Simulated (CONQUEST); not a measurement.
# Au (Im-3m) in CONQUEST: density of states with PBEsol

Aim: the density of states of Au with PBEsol.

Program: CONQUEST 1.3. These are calculated values, not measurements. Logs are shortened: lines on timing, memory, paths and dates and some standing lists are left out, and cuts for length are marked.

## (1) The undisturbed crystal

The structure is cubic, space group Im-3m (No. 229). The conventional cell has a = 3.315 Å, b = 3.315 Å, c = 3.315 Å, α = 90.00°, β = 90.00°, γ = 90.00°. Around Au (site symmetry m-3m) lie 8 Au at 2.87 Å.

This isn't the form of Au at room conditions, which is fcc.

## (2) Density of states, PBEsol (atoms of the box moved at random, drawn with an rms of 0.05 Å)

Conquest_input

```
IO.Title Au
IO.Coordinates coords.dat
IO.FractionalAtomicCoords F
IO.Iprint 2
IO.Iprint_init 1
General.NumberOfSpecies 1
General.PseudopotentialType hamann
General.DistanceUnits A
AtomMove.TypeOfRun static
AtomMove.FullStress T
Grid.GridCutoff 80
DM.SolutionMethod diagon
Diag.MPMesh T
Diag.GammaCentred T
Diag.MPMeshX 7
Diag.MPMeshY 7
Diag.MPMeshZ 7
Diag.kT 0.00099223
minE.SCTolerance 1e-6
SC.MaxIters 100
IO.AtomChargeOutput T
IO.writeDOS T
IO.write_proj_DOS T
%block ChemicalSpeciesLabel
1 196.970 Au
%endblock
```

coords.dat

```
    3.3145380000     0.0000000000     0.0000000000
    0.0000000000     3.3145380000     0.0000000000
    0.0000000000     0.0000000000     3.3145380000
2
 -0.0443982365  -0.0364566035   0.0209014766 1 T T T
  1.6517005762   1.7151076881   1.6846868583 1 T T T
```

Conquest_input (lines added for PostProcessCQ)

```
Process.Job pdos
Process.min_DOS_E -0.8805
Process.max_DOS_E 0.4195
Process.sigma_DOS 0.003
Process.n_DOS 301
Process.pDOS_l_resolved T
```

Potentials or basis: PseudoDojo NC PBEsol, SZ, grid cutoff 80 Ha.

The run is started by

```sh
$ Conquest
$ PostProcessCQ   # after the lines are added to Conquest_input
```

What it wrote:

```text
Simulation cell dimensions:     3.3145 A  x     3.3145 A  x     3.3145 A

      Atomic coordinates (A )
         Atom         X         Y         Z  Species
            1    6.1797    6.1947    0.0395        1
            2    3.1213    3.2411    3.1836        1

         Monkhorst-Pack mesh:   7 x   7 x   7 gamma-centred
        This calculation includes non-local pseudopotentials,
         with a maximum core radius of      7.03073947

    Job title: Au
    Job to be run: static calculation

    Ground state search:
      Support functions represented with PAO basis
      1:1 PAO to SF mapping
      Non-spin-polarised electrons
      Solving for the K matrix using diagonalisation
      Using Fermi-Dirac smearing

    Integration grid size:     32 x   32 x   32

    Integration grid spacing:  0.104 A  x 0.104 A  x 0.104 A

    Number of species:  1
    --------------------------------------------------------
    |   #  mass (au)  Charge (e)  SF Rad (A )  NSF  Label  |
    --------------------------------------------------------
    |   1    196.970      19.000        3.832   10  Au     |
    --------------------------------------------------------
          SCF tolerance:                 0.00000100
          SCF iterations:               100

    LibXC version:  6. 2. 2
    Using the GGA functional Perdew, Burke & Ernzerhof SOL
    Using the GGA functional Perdew, Burke & Ernzerhof SOL

           radial cut-off to be used is taken to be max PAO cut-off radius for this species:    7.030739

           greatest ang. mom. for making density from PAOs:  2
    Minimum blocs/proc is      512. Maximum blocs/proc is      512
    set_atom_dens: In set_atomic_density, electrons :      38.000000000000
 matrix_size & matrix_size_padH =           20          20

    Screened ion int: energy:    -233.824924845217 Ha

    new_SC_potl: Starting.  Tolerance:  0.10000E-05

    PulayMixSC: Starting Pulay mixing, A_up =  0.500 A_dn =  0.500
    PulayMixSC: Spin non-polarised calculation.
          Harris-Foulkes Energy            :      -294.722259470484971 Ha
          GroundState Energy (E-(1/2)TS)   :      -294.722282873026472 Ha
          Free Energy (E-TS)               :      -294.722306275567973 Ha
          DFT Total Energy                 :      -294.722127549898687 Ha
          Total number of electrons        :        37.999999999999886
    PulayMixSC: Pulay iteration     1 residual:              0.41571E-03
          Harris-Foulkes Energy            :      -294.722161549079374 Ha
          GroundState Energy (E-(1/2)TS)   :      -294.722184871514685 Ha
          Free Energy (E-TS)               :      -294.722208193949996 Ha
          DFT Total Energy                 :      -294.722130226928300 Ha
          Total number of electrons        :        38.000010030965299
    PulayMixSC: Pulay iteration     2 residual:              0.20520E-03
          Harris-Foulkes Energy            :      -294.722131019585674 Ha
          GroundState Energy (E-(1/2)TS)   :      -294.722154258218438 Ha
          Free Energy (E-TS)               :      -294.722177496851145 Ha
          DFT Total Energy                 :      -294.722130972328671 Ha
          Total number of electrons        :        38.000020071671820
    PulayMixSC: Pulay iteration     3 residual:              0.28272E-05
          Harris-Foulkes Energy            :      -294.722130920937389 Ha
          GroundState Energy (E-(1/2)TS)   :      -294.722154163079267 Ha
          Free Energy (E-TS)               :      -294.722177405221089 Ha
          DFT Total Energy                 :      -294.722130920890322 Ha
          Total number of electrons        :        38.000019382351915
    PulayMixSC: Pulay iteration     4 residual:              0.66239E-07
    PulayMixSC: Reached SCF tolerance of  0.66239E-07 after      4 iterations
      | Number of electrons      =        38.000019
      |* band energy as 2Tr[K.H] =       -47.994734447350297 Ha
      |  screened ion-ion energy =      -233.824924845217311 Ha
      |  Ha correction           =         0.040852065030196 Ha
      |  XC correction           =       -12.943323617321942 Ha
      | GS Energy as E-(1/2)TS   =      -294.722154163079267 Ha
      | Free Energy as E-TS      =      -294.722177405221089 Ha
      |* Harris-Foulkes energy   =      -294.722130920937389 Ha
      |* DFT total energy        =      -294.722130920890322 Ha
      |  estimated accuracy      =        -0.000000000047066 Ha
    get_E_and_F: Change in energy during last step of electronic optimisation:  0.98648E-07

    BIBLIOGRAPHY: Please consider citing the following references in the conquest.bib file

    CONQUEST:         Bowler2002pt, Miyazaki2004, Nakata2020
    Basis:            Bowler2019
    DM:               Bowler:2006xr
    Pseudopotentials: Hamann2013, Bowler2019
    XC references from LibXC:
```

Wall time 4.3 s (1 thread of AMD EPYC 9R45 (Zen 5), shared host); peak memory 0.16 GiB.

What came out:

| Item | Value |
| --- | --- |
| Free energy | -8019.7990 eV |
| Band gap on the k mesh | none (metal or under the smearing width) |

States per cell in windows of 1 eV (zero at the Fermi level; states under -8 eV left out):
| from (eV) | total | Au_d | Au_s | Au_p |
| --- | --- | --- | --- | --- |
| -8.0 | 2.22 | 1.73 | 0.50 | 0.00 |
| -7.0 | 4.03 | 3.92 | 0.11 | 0.00 |
| -6.0 | 3.27 | 3.10 | 0.17 | 0.00 |
| -5.0 | 3.34 | 3.26 | 0.08 | 0.00 |
| -4.0 | 5.83 | 5.68 | 0.15 | 0.00 |
| -3.0 | 1.17 | 1.11 | 0.06 | 0.00 |
| -2.0 | 0.56 | 0.32 | 0.24 | 0.00 |
| -1.0 | 0.26 | 0.12 | 0.14 | 0.00 |
| 0.0 | 0.73 | 0.22 | 0.51 | 0.00 |
| 1.0 | 0.85 | 0.14 | 0.71 | 0.00 |
| 2.0 | 0.27 | 0.04 | 0.23 | 0.00 |
| 3.0 | 0.05 | 0.00 | 0.04 | 0.00 |
| 4.0 | 0.07 | 0.00 | 0.07 | 0.00 |
| 5.0 | 0.03 | 0.00 | 0.03 | 0.00 |
| 6.0 | 0.00 | 0.00 | 0.00 | 0.00 |
| 7.0 | 0.01 | 0.00 | 0.01 | 0.00 |

Caveat: the log labels positions in bohr as Å; the atomic basis is small; the basis of atomic orbitals isn't converged, which shifts pressures, moduli and gaps.
